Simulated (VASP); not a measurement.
**Converging a slab model of the (1 1 0) face of Rb (space group 229)**

Aim: find which settings matter for a slab model of the (1 1 0) face of Rb (space group 229), and what they cost.

Main program and level: VASP 6.6.1; PBEsol; plane waves and PAW (Rb_pv), in the first sound run; inputs show where later runs differ.

Report form: the programs' logs are mostly left out.

## (1) Starting point

The cell holds 4 atoms: 4 Rb. Its edges and angles: a = 4.854 Å, b = 7.927 Å, c = 27.890 Å, α = 90.0°, β = 90.0°, γ = 144.7°. It derives from Rb. Vacuum lies along c.

## (2) The base run

The base run sets the number that all others are held against.

Input file INCAR:

```
SYSTEM = Rb
PREC = Normal
ENCUT = 350
EDIFF = 1E-06
NELM = 120
ISMEAR = 0
SIGMA = 0.05
LREAL = .FALSE.
ALGO = Normal
GGA = PS
NBANDS = 20
LORBIT = 11
LWAVE = .FALSE.
LCHARG = .FALSE.
KPAR = 4
IDIPOL = 3
LDIPOL = .TRUE.
DIPOL = 0.5 0.5 0.5
LVHAR = .TRUE.
LVACPOTAV = .TRUE.
NEDOS = 1500
```

Input file POSCAR:

```
Rb
1.0
    4.8540723882      0.0000000000      0.0000000000
   -6.4720965176      4.5764633361      0.0000000000
    0.0000000000      0.0000000000     27.8900005257
Rb
4
Direct
    0.0000000000      0.0000000000      0.7131588440
    0.0000000000      0.5000000000      0.5710529480
    0.0000000000      0.0000000000      0.4289470520
    0.0000000000      0.5000000000      0.2868411560
```

Input file KPOINTS:

```
Automatic mesh
0
Gamma
9 9 1
0 0 0
```

Potentials, in the order of the species: Rb_pv (PBE family, release 64).

Command:

```bash
> mpirun -np 4 vasp_std
```

It took 42 s on 4 MPI ranks of AMD EPYC 7R43, shared host; peak memory 1.5 GiB.

The PAW data sets were made with PBE, which is usual practice but a small mismatch for other functionals.

This step gave:

| Quantity | Value |
| --- | --- |
| electronic cycles | 19 |
| electrons | 28 |
| free energy (TOTEN) | -3.767 eV |
| energy at zero smearing | -3.765 eV |
| Fermi energy | -1.559 eV |
| labelled metallic, from the levels on this mesh | yes |
| dipole moment | 0, 0, 0 e·Å |
| vacuum levels | 0.711, 0.711 eV |
| work functions of the upper and lower face | 2.270, 2.270 eV |
| highest filled level below the vacuum | 2.270 eV |

Zero at the Fermi level. The planar average of the electrostatic potential by height:

```tsv
height (Å)	planar average of the electrostatic potential (eV)
0	2.28
1	2.28
2	2.27
3	2.27
4	2.25
5	2.15
6	1.73
7	0.644
8	0.595
9	0.993
10	1.88
11	0.926
12	0.669
13	0.997
14	1.86
15	0.926
16	0.668
17	1.00
18	1.87
19	0.923
20	0.578
21	0.709
22	1.81
23	2.17
24	2.25
25	2.27
26	2.27
27	2.28
```

Density of states in the PAW spheres, an atom over height of the layer and energy from the Fermi level.

Ten even steps from '_' (0.000 states/eV) to '@' (0.280 states/eV), each cell a mean:
```
@@@@@@@@
%%####%%
++++++++
++====++
::::::::
..::::..
________
________
________
________
________
________
________
________
________
________
________
________
________
________
________
________
```
Columns: height of the layer (Å) from 8 to 19.9; rows upwards: energy from the Fermi level (eV) from -7.9 to 0.5.

The highest filled level lies 2.27 eV below the vacuum at the upper face.

Only the dipole across the slab is computed (IDIPOL = 3); zeros along the plane are no results.

The map of layer states is cut here 0.5 eV above the Fermi level, so it leaves out the states above that.

## (3) Another mesh, mesh points along a 3, k-mesh 3×3×1

The mesh decides how well the Fermi level or the band edge is found.

INCAR: that of step 2 with these lines changed.

```diff
@@ -14,3 +14,3 @@
 LCHARG = .FALSE.
-KPAR = 4
+NCORE = 4
 IDIPOL = 3
@@ -20,2 +20 @@
 LVACPOTAV = .TRUE.
-NEDOS = 1500
```

POSCAR is that of step 2.

Input file KPOINTS:

```
Automatic mesh
0
Gamma
3 3 1
0 0 0
```

Command:

```bash
> mpirun -np 4 vasp_std
```

It took 8.2 s on 4 MPI ranks; peak memory 0.57 GiB.

Numbers from this step:

| Item | Value |
| --- | --- |
| free energy (TOTEN) | -3.879 eV |
| energy at zero smearing | -3.872 eV |
| Fermi energy | -1.662 eV |
| vacuum levels | 0.682, 0.682 eV |
| work functions of the upper and lower face | 2.344, 2.344 eV |
| highest filled level below the vacuum | 2.344 eV |

Force by atom:

```tsv
atom	x (eV/Å)	y (eV/Å)	z (eV/Å)	size
Rb1	0.0000	0.0000	-0.0436	0.0436
Rb2	0.0000	0.0000	0.0570	0.0570
Rb3	0.0000	0.0000	-0.0570	0.0570
Rb4	0.0000	0.0000	0.0436	0.0436
```

Against the base run its depth below the vacuum changes by +0.07 eV and the energy by -26.8 meV an atom.

## (4) Another mesh, mesh points along a 6, k-mesh 6×6×1

INCAR: that of step 3 with these lines changed.

```diff
@@ -14,3 +14,3 @@
 LCHARG = .FALSE.
-NCORE = 4
+KPAR = 4
 IDIPOL = 3
```

POSCAR is that of step 3.

Input file KPOINTS:

```
Automatic mesh
0
Gamma
6 6 1
0 0 0
```

Command:

```bash
> mpirun -np 4 vasp_std
```

Elapsed: 29 s, on 4 MPI ranks; peak memory 1.3 GiB.

Against the base run its depth below the vacuum changes by +0.08 eV and the energy by +6.6 meV an atom.

## (5) Another mesh, mesh points along a 12, k-mesh 12×12×1

INCAR is that of step 4.

POSCAR is that of step 4.

Input file KPOINTS:

```
Automatic mesh
0
Gamma
12 12 1
0 0 0
```

Command:

```bash
> mpirun -np 4 vasp_std
```

It took 63 s on 4 MPI ranks; peak memory 1.8 GiB.

Against the base run its depth below the vacuum changes by +0.03 eV and the energy by +1.6 meV an atom.

## (6) The series together

Times are for 4 MPI ranks of AMD EPYC 7R43, shared host. The series side by side:

```tsv
no.	mesh points along a	highest filled level below the vacuum (eV)	energy at zero smearing (eV)	time	memory (GiB)
1	3	2.344	-3.872	8.2 s	0.57
2	6	2.351	-3.739	29 s	1.3
3	12	2.296	-3.759	63 s	1.8
```

## (7) Another vacuum, vacuum width 5

Too little vacuum lets the faces of neighbouring images overlap, and too much only costs plane waves.

INCAR is that of step 5.

Input file POSCAR:

```
Rb
1.0
    4.8540723882      0.0000000000      0.0000000000
   -6.4720965176      4.5764633361      0.0000000000
    0.0000000000      0.0000000000     16.8900005424
Rb
4
Direct
    0.0000000000      0.0000000000      0.8519834269
    0.0000000000      0.5000000000      0.6173278090
    0.0000000000      0.0000000000      0.3826721910
    0.0000000000      0.5000000000      0.1480165731
```

Input file KPOINTS:

```
Automatic mesh
0
Gamma
9 9 1
0 0 0
```

Command:

```bash
> mpirun -np 4 vasp_std
```

Elapsed: 17 s, on 4 MPI ranks; peak memory 1 GiB.

This step gave:

| Property | Result |
| --- | --- |
| electronic cycles | 12 |
| free energy (TOTEN) | -4.001 eV |
| energy at zero smearing | -3.999 eV |
| Fermi energy | -1.141 eV |

Force by atom:

```tsv
atom	x (eV/Å)	y (eV/Å)	z (eV/Å)	size
Rb1	0.0000	0.0000	0.0763	0.0763
Rb2	0.0000	0.0000	0.0069	0.0069
Rb3	0.0000	0.0000	-0.0069	0.0069
Rb4	0.0000	0.0000	-0.0763	0.0763
```

The program found no flat vacuum in this gap and printed no vacuum level, so no level below the vacuum can be given.

## (8) Another vacuum, vacuum width 8

INCAR is that of step 7.

Input file POSCAR:

```
Rb
1.0
    4.8540723882      0.0000000000      0.0000000000
   -6.4720965176      4.5764633361      0.0000000000
    0.0000000000      0.0000000000     19.8900005424
Rb
4
Direct
    0.0000000000      0.0000000000      0.7988939220
    0.0000000000      0.5000000000      0.5996313073
    0.0000000000      0.0000000000      0.4003686927
    0.0000000000      0.5000000000      0.2011060780
```

KPOINTS is that of step 7.

Command:

```bash
> mpirun -np 4 vasp_std
```

Elapsed: 26 s, on 4 MPI ranks; peak memory 1.2 GiB.

The program found no flat vacuum in this gap and printed no vacuum level, so no level below the vacuum can be given.

## (9) Another vacuum, vacuum width 24

INCAR is that of step 8.

Input file POSCAR:

```
Rb
1.0
    4.8540723882      0.0000000000      0.0000000000
   -6.4720965176      4.5764633361      0.0000000000
    0.0000000000      0.0000000000     35.8900005424
Rb
4
Direct
    0.0000000000      0.0000000000      0.6656450315
    0.0000000000      0.5000000000      0.5552150105
    0.0000000000      0.0000000000      0.4447849895
    0.0000000000      0.5000000000      0.3343549685
```

KPOINTS is that of step 8.

Command:

```bash
> mpirun -np 4 vasp_std
```

The job ended after 60 s (4 MPI ranks; peak memory 1.9 GiB).

Against the base run its depth below the vacuum changes by +0.01 eV and the energy by -0.0 meV an atom.

## (10) Side by side

Times are for 4 MPI ranks of AMD EPYC 7R43, shared host. The runs compared:

```tsv
no.	vacuum width	electronic cycles	free energy (TOTEN) (eV)	eigenvalues first band	time	memory (GiB)
1	5	12	-4.001	4	17 s	1.0
2	8	16	-3.789	5	26 s	1.2
3	24	21	-3.767	5	60 s	1.9
```

## (11) A lower cutoff, ENCUT 210

A lower cutoff is cheaper, and the test is whether a potential difference survives it better than the total energy.

INCAR: that of step 9 with these lines changed.

```diff
@@ -2,3 +2,3 @@
 PREC = Normal
-ENCUT = 350
+ENCUT = 210
 EDIFF = 1E-06
```

Input file POSCAR:

```
Rb
1.0
    4.8540723882      0.0000000000      0.0000000000
   -6.4720965176      4.5764633361      0.0000000000
    0.0000000000      0.0000000000     27.8900005257
Rb
4
Direct
    0.0000000000      0.0000000000      0.7131588440
    0.0000000000      0.5000000000      0.5710529480
    0.0000000000      0.0000000000      0.4289470520
    0.0000000000      0.5000000000      0.2868411560
```

KPOINTS is that of step 9.

Command:

```bash
> mpirun -np 4 vasp_std
```

Wall time 19 s (4 MPI ranks); peak memory 0.89 GiB; 75 s of CPU time.

Numbers from this step:

```
electronic cycles                          : 20
free energy (TOTEN)                        : -3.764 eV
energy at zero smearing                    : -3.763 eV
Fermi energy                               : -1.559 eV
vacuum levels                              : 0.712, 0.712 eV
work functions of the upper and lower face : 2.271, 2.271 eV
highest filled level below the vacuum      : 2.271 eV
```

Against the base run its depth below the vacuum changes by +0.00 eV and the energy by +0.6 meV an atom.

## (12) A lower cutoff, ENCUT 280

INCAR: that of step 11 with these lines changed.

```diff
@@ -2,3 +2,3 @@
 PREC = Normal
-ENCUT = 210
+ENCUT = 280
 EDIFF = 1E-06
```

POSCAR is that of step 11.

KPOINTS is that of step 11.

Command:

```bash
> mpirun -np 4 vasp_std
```

Wall time 31 s (4 MPI ranks); peak memory 1.1 GiB.

This step gave:

| Property | Result |
| --- | --- |
| free energy (TOTEN) | -3.767 eV |
| energy at zero smearing | -3.765 eV |
| vacuum levels | 0.711, 0.711 eV |
| work functions of the upper and lower face | 2.27, 2.27 eV |
| highest filled level below the vacuum | 2.27 eV |

Against the base run its depth below the vacuum changes by -0.00 eV and the energy by +0.0 meV an atom.

## (13) Another smearing width, SIGMA 0.02

The width trades sharpness at the Fermi level against the mesh needed.

INCAR: that of step 12 with these lines changed.

```diff
@@ -2,3 +2,3 @@
 PREC = Normal
-ENCUT = 280
+ENCUT = 350
 EDIFF = 1E-06
@@ -6,3 +6,3 @@
 ISMEAR = 0
-SIGMA = 0.05
+SIGMA = 0.02
 LREAL = .FALSE.
```

POSCAR is that of step 12.

KPOINTS is that of step 12.

Command:

```bash
> mpirun -np 4 vasp_std
```

It took 42 s on 4 MPI ranks; peak memory 1.5 GiB; 2.7 min of CPU time.

Numbers from this step:

```yaml
free_energy_toten: -3.765 eV
fermi_energy: -1.562 eV
vacuum_levels: 0.713, 0.713 eV
work_functions_of_the_upper_and_lower_face: 2.275, 2.275 eV
highest_filled_level_below_the_vacuum: 2.275 eV
```

Against the base run its depth below the vacuum changes by +0.00 eV and the energy by +0.0 meV an atom.

## (14) Another smearing width, SIGMA 0.4

INCAR: that of step 13 with these lines changed.

```diff
@@ -6,3 +6,3 @@
 ISMEAR = 0
-SIGMA = 0.02
+SIGMA = 0.4
 LREAL = .FALSE.
```

POSCAR is that of step 13.

KPOINTS is that of step 13.

Command:

```bash
> mpirun -np 4 vasp_std
```

It took 44 s on 4 MPI ranks; peak memory 1.5 GiB; 2.8 min of CPU time.

Numbers from this step:

```yaml
free_energy_toten: -3.909 eV
energy_at_zero_smearing: -3.763 eV
fermi_energy: -1.580 eV
vacuum_levels: 0.727, 0.727 eV
work_functions_of_the_upper_and_lower_face: 2.307, 2.307 eV
highest_filled_level_below_the_vacuum: 2.307 eV
```

Against the base run its depth below the vacuum changes by +0.04 eV and the energy by +0.5 meV an atom.

## (15) All levels side by side

Times are for 4 MPI ranks of AMD EPYC 7R43, shared host. The series side by side:

```tsv
no.	run	electronic cycles	cutoff used less the lowest (eV)	free energy (TOTEN) (eV)	highest filled level below the vacuum (eV)	time	memory (GiB)
1	base run	19	140	-3.767	2.270	42 s	1.5
2	series over the cutoff	20	0	-3.764	2.271	19 s	0.89
3	series over the cutoff	20	70	-3.767	2.27	31 s	1.1
4	series over the smearing	20	140	-3.765	2.275	42 s	1.5
5	series over the smearing	20	140	-3.909	2.307	44 s	1.5
```

## (16) Another level, functional LDA, disp none

This step: LDA; plane waves and PAW (Rb_pv) (VASP 6.6.1).

Beside the numerical settings stands the choice of exchange and correlation.

INCAR: that of step 14 with these lines changed.

```diff
@@ -6,6 +6,6 @@
 ISMEAR = 0
-SIGMA = 0.4
+SIGMA = 0.05
 LREAL = .FALSE.
 ALGO = Normal
-GGA = PS
+GGA = CA
 NBANDS = 20
```

POSCAR is that of step 14.

KPOINTS is that of step 14.

Command:

```bash
> mpirun -np 4 vasp_std
```

It took 37 s on 4 MPI ranks; peak memory 1.3 GiB; 2.4 min of CPU time.

The PAW data sets were made with PBE, though LDA sets exist; this is a small mismatch.

Numbers from this step:

| Item | Value |
| --- | --- |
| free energy (TOTEN) | -3.975 eV |
| energy at zero smearing | -3.974 eV |
| Fermi energy | -1.706 eV |
| vacuum levels | 0.697, 0.697 eV |
| work functions of the upper and lower face | 2.403, 2.403 eV |
| highest filled level below the vacuum | 2.403 eV |

Force by atom:

```tsv
atom	x (eV/Å)	y (eV/Å)	z (eV/Å)	size
Rb1	0.0000	0.0000	-0.0539	0.0539
Rb2	0.0000	0.0000	0.0042	0.0042
Rb3	0.0000	0.0000	-0.0042	0.0042
Rb4	0.0000	0.0000	0.0539	0.0539
```

Against the base run its depth below the vacuum changes by +0.13 eV.

## (17) Another level, functional PBE, disp none

This step: PBE; plane waves and PAW (Rb_pv) (VASP 6.6.1).

INCAR: that of step 16 with these lines changed.

```diff
@@ -9,3 +9,3 @@
 ALGO = Normal
-GGA = CA
+GGA = PE
 NBANDS = 20
```

POSCAR is that of step 16.

KPOINTS is that of step 16.

Command:

```bash
> mpirun -np 4 vasp_std
```

Elapsed: 41 s, on 4 MPI ranks; peak memory 1.5 GiB; 2.7 min of CPU time.

Against the base run its depth below the vacuum changes by -0.02 eV.

## (18) Another level, functional RPBE, disp none

This step: RPBE; plane waves and PAW (Rb_pv) (VASP 6.6.1).

INCAR: that of step 17 with these lines changed.

```diff
@@ -9,3 +9,3 @@
 ALGO = Normal
-GGA = PE
+GGA = RP
 NBANDS = 20
```

POSCAR is that of step 17.

KPOINTS is that of step 17.

Command:

```bash
> mpirun -np 4 vasp_std
```

Wall time 40 s (4 MPI ranks); peak memory 1.5 GiB.

Against the base run its depth below the vacuum changes by -0.11 eV.

## (19) Another level, functional optB88-vdW, disp nonlocal

This step: optB88-vdW; plane waves and PAW (Rb_pv) (VASP 6.6.1).

INCAR: that of step 18 with these lines changed.

```diff
@@ -9,3 +9,8 @@
 ALGO = Normal
-GGA = RP
+GGA = BO
+AGGAC = 0
+LUSE_VDW = .TRUE.
+PARAM1 = 0.1833333333
+PARAM2 = 0.22
+LASPH = .TRUE.
 NBANDS = 20
```

POSCAR is that of step 18.

KPOINTS is that of step 18.

Command:

```bash
> mpirun -np 4 vasp_std
```

Wall time 3.5 min (4 MPI ranks); peak memory 3.6 GiB; 14 min of CPU time.

Against the base run its depth below the vacuum changes by +0.16 eV.

## (20) Another level, functional r2SCAN, disp none

This step: r2SCAN; plane waves and PAW (Rb_pv) (VASP 6.6.1).

INCAR: that of step 19 with these lines changed.

```diff
@@ -9,7 +9,3 @@
 ALGO = Normal
-GGA = BO
-AGGAC = 0
-LUSE_VDW = .TRUE.
-PARAM1 = 0.1833333333
-PARAM2 = 0.22
+METAGGA = R2SCAN
 LASPH = .TRUE.
```

POSCAR is that of step 19.

KPOINTS is that of step 19.

Command:

```bash
> mpirun -np 4 vasp_std
```

Wall time 2.7 min (4 MPI ranks); peak memory 1.6 GiB; 11 min of CPU time.

Against the base run its depth below the vacuum changes by -0.04 eV.

## (21) The series together

Times are for 4 MPI ranks of AMD EPYC 7R43, shared host. The runs compared:

```tsv
no.	functional	highest filled level below the vacuum (eV)	time	memory (GiB)
1	LDA	2.403	37 s	1.3
2	PBE	2.248	41 s	1.5
3	RPBE	2.161	40 s	1.5
4	optB88-vdW	2.426	3.5 min	3.6
5	r2SCAN	2.228	2.7 min	1.6
```

## (22) All runs together

This step: slab, study of settings, base PBEsol; plane waves and PAW (VASP 6.6.1).

Derived from the runs above.

This step gave:

| Item | Value |
| --- | --- |
| highest filled level below the vacuum | 2.270 eV |

Energies of other functionals are not comparable and are left out. All runs:

```tsv
change from the base run	level below the vacuum (eV)	shift (eV)	energy change (meV/atom)	core seconds
base	2.27	0	0	168
mesh 3 x 3	2.344	0.074	-26.8	32.8
mesh 6 x 6	2.351	0.081	6.6	116
mesh 12 x 12	2.296	0.026	1.6	252
vacuum 5 A	-	-	-58.4	68.8
vacuum 8 A	-	-	-5.5	104
vacuum 24 A	2.276	0.006	0	240
cutoff 210 eV	2.271	0.001	0.6	77.6
cutoff 280 eV	2.27	0	0	124
smearing 0.02 eV	2.275	0.005	0	168
smearing 0.4 eV	2.307	0.037	0.5	176
LDA	2.403	0.133	-	148
PBE	2.248	-0.022	-	164
RPBE	2.161	-0.109	-	160
optB88-vdW	2.426	0.156	-	832
r2SCAN	2.228	-0.042	-	640
```

## (23) Summary of results

| Property | Result |
| --- | --- |
| highest filled level below the vacuum | 2.27 eV |

The base run puts the highest filled level 2.27 eV below the vacuum at the upper face. Among the meshes tried the largest shift is 0.08 eV (mesh 6 x 6, at 0.69 times the cost). The vacuum widths shift it by about 0.01 eV or less. The lower cutoffs shift it by about 0.01 eV or less. Among the smearing widths the largest shift is 0.04 eV (smearing 0.4 eV, at 1.0 times the cost). With vacuum 5 A and vacuum 8 A the program printed no vacuum level, so no level is given there, and the line on vacuum widths holds for the others alone. The functionals span 0.27 eV, from RPBE to optB88-vdW. The program warns that it found no field-free region at its default tolerance, also in runs whose level could not be checked against a flat part of the potential; that adds doubt to those levels. The thickness of the slab was not varied, and the small cell can't reconstruct. Costs come from a shared host, and the base run also writes a finer density of states, so small ratios mean little. All runs hold the atoms as cut and share one family of PAW data sets, so relaxation and each functional's own lattice are left out. LASPH is on in the runs with optB88-vdW and r2SCAN and off in those with LDA, PBE, PBEsol and RPBE, so these rows differ in more than the functional.

[Lines on the potential files, build, host, timing and source positions are cut from VASP's logs without a mark.]

[Logs are printed without paths, hosts, clocks, repeated set-up lines and the standing remarks that a program may print on its own settings, such as how far it seeks lower states.]

[Hosts, paths, dates, database ids (printed as entryN), source tags and the programs' standing remarks are cut or masked in the printed files.]

[In band tables of VASP the shares of atoms and orbitals are scaled to a sum of 1 inside the atoms' spheres.]

[Runs that stopped without an error message from VASP are left out.]
